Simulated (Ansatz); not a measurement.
# SnO2: the cost of one run

Program: Ansatz 0.2.0. Level of theory: DFT PBE, scalar-relativistic, plane waves, PAW. These are calculated values, not measurements.

**1. The starting structure**

The structure is tetragonal, space group I4_1/amd (No. 141). The conventional cell has a = 4.053 Å, b = 4.053 Å, c = 10.361 Å, α = 90.00°, β = 90.00°, γ = 90.00°. Sn (site symmetry -4m2) has 6 O at 2.09 to 2.10 Å in its first shell of neighbours. O (site symmetry 2mm) is surrounded by 3 Sn at 2.09 to 2.10 Å.

As a file:

```cif
data_structure
_symmetry_space_group_name_H-M 'I4_1/amd:1'
_symmetry_Int_Tables_number 141
_cell_length_a 4.0525
_cell_length_b 4.0525
_cell_length_c 10.3614
_cell_angle_alpha 90.000
_cell_angle_beta 90.000
_cell_angle_gamma 90.000
_cell_volume 170.16
loop_
_atom_site_label
_atom_site_type_symbol
_atom_site_symmetry_multiplicity
_atom_site_Wyckoff_symbol
_atom_site_fract_x
_atom_site_fract_y
_atom_site_fract_z
_atom_site_occupancy
Sn1 Sn 4 a 0.00000 0.50000 0.25000 1
O1 O 8 e 0.50000 0.50000 0.29760 1
```

It goes back to an entry of the Materials Project, which need not be the stable form.

This cell was relaxed beforehand with the same method: volume 14.18 Å³/atom, gap on the mesh 1.32 eV.

**2. What is varied**

Atoms count from 1 in the order of the input.

One atom moved over a plane, all else fixed.

- shift of O3 along [0 1 0]: 7 values from −0.88 to 0.88 Å
- shift of O3 along [0 0 1]: 7 values from −0.88 to 0.88 Å

Nothing else is relaxed (all other atoms fixed). Energies count from the relaxed crystal. Points are written as (first, second).

**3. Grid point (−0.88 Å, −0.88 Å)**

input.yaml

```yaml
crystal:
  lattice:
    - [-2.0262505044, 2.0262505044, 5.1806864801]
    - [2.0262505044, -2.0262505044, 5.1806864801]
    - [2.0262505044, 2.0262505044, -5.1806864801]
  atoms:
    - { symbol: Sn, position: [0.75, 0.25, 0.5] }
    - { symbol: Sn, position: [0.0, 0.0, 0.0] }
    - { symbol: O, position: [0.4955173609, 0.7126672143, -0.2171498534] }
    - { symbol: O, position: [0.9524019562, 0.4524019562, 0.5] }
    - { symbol: O, position: [0.2024019562, 0.2024019562, 0.0] }
    - { symbol: O, position: [0.5475980438, 0.0475980438, 0.5] }
basis:
  ecutwfc: 420
kpoints:
  mp_grid: { grid: [10, 10, 10] }
hamiltonian:
  xc: pbe
  pseudopotentials: { kind: paw, azcp: { folder: soft_1 } }
scf:
  occupations: { method: gaussian, width: 0.05 }
output:
  forces: true
  stress: true
  eigenvalues: true
```

Started as:

```sh
ansatz run input.yaml --threads 2 --pin off --max-ram 4096MiB --backend cpu --events-out ev --progress --plain --runs-dir out
```

**Question.** How long does this run take on 2 threads of Arm Neoverse N1, shared host, and how much memory does it need?

About 86 s, with a peak of 0.74 GiB.
